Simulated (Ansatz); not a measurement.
**BaS in the NiAs-type structure, explained**

Computed with Ansatz (plane waves, PAW, 420 eV cutoff): PBEsol, scalar-relativistic, no spin polarisation, Γ-centred 8×8×6 mesh, 0.05 eV Gaussian smearing. The datasets are Ansatz's generated set soft_2.

The start was a prototype's sites filled with these elements. The Crystallography Open Database lists the compound in space group Fm-3m (rock salt), so this is a trial structure.

The relaxed structure (symmetry read at 0.01 Å). The structure is hexagonal, space group P6_3/mmc (No. 194). The conventional cell has a = 4.376 Å, b = 4.376 Å, c = 7.684 Å, α = 90.00°, β = 90.00°, γ = 120.00°. Ba (site symmetry -3m) has 6 S at 3.17 Å as nearest neighbours. S (site symmetry -6m2) is surrounded by 6 Ba at 3.17 Å. (Shells end 15 % past the nearest neighbour.)

Results at this level of theory:

* Volume: 31.85 Å³/atom
* Band gap: 2.26 eV
* Smallest direct gap: 2.27 eV
* Formation energy from the elements (0 K, uncorrected): -2.05 eV/atom
* Bulk modulus (Birch–Murnaghan): 44 GPa
* Pressure derivative B0′: 4.3
* Shear modulus (Hill): 23 GPa
* Young's modulus: 58 GPa
* Poisson's ratio: 0.28
* Elastically stable: yes

Formal charges Ba²⁺, S²⁻ balance and leave closed shells on every ion, so a band insulator is expected, and the gap is 2.26 eV.

Shannon's ionic radii give a check on the bond lengths: Ba²⁺ with 6 neighbours 1.35 Å + S²⁻ 1.84 Å = 3.19 Å against a computed mean of 3.17 Å. Sums and bonds agree within 3 %, so ion sizes set the bond lengths.

Task: How stiff is it, in energy terms?

Result: B0·V0 = 44.1 GPa × 31.85 Å³ = 8.76 eV/atom sets the scale: near the minimum ΔE ≈ ½ B0 V0 x², with x = V/V0 − 1, and a pressure of 0.4 GPa squeezes the volume by about 1 %. At the ends of the curve: x = −4.0 % predicts 7.0 meV/atom and the run gives 7.5; x = +4.0 % predicts 7.0 meV/atom and the run gives 6.6. The lopsidedness is anharmonic: atoms resist being pushed together more than being pulled apart.

Task: Which Debye temperature follows from the elastic moduli?

Result: K = 44 GPa and G = 23 GPa (Hill). With a density of 4.415 g/cm³ (mean mass 84.7 u, 31.85 Å³/atom), K = 44.2 and G = 22.67 GPa from the unrounded constants, v_l = √((K + 4G/3)/ρ) = 4110 m/s and v_t = √(G/ρ) = 2270 m/s. The mean [(1/v_l³ + 2/v_t³)/3]^(−1/3) is 2530 m/s, and θ_D = (ħ/k_B)(6π²/V)^(1/3) v_m ≈ 240 K, with V the volume an atom.

Semilocal functionals underestimate band gaps, commonly by a third or more. Spin–orbit coupling, which matters for such heavy elements, is left out.
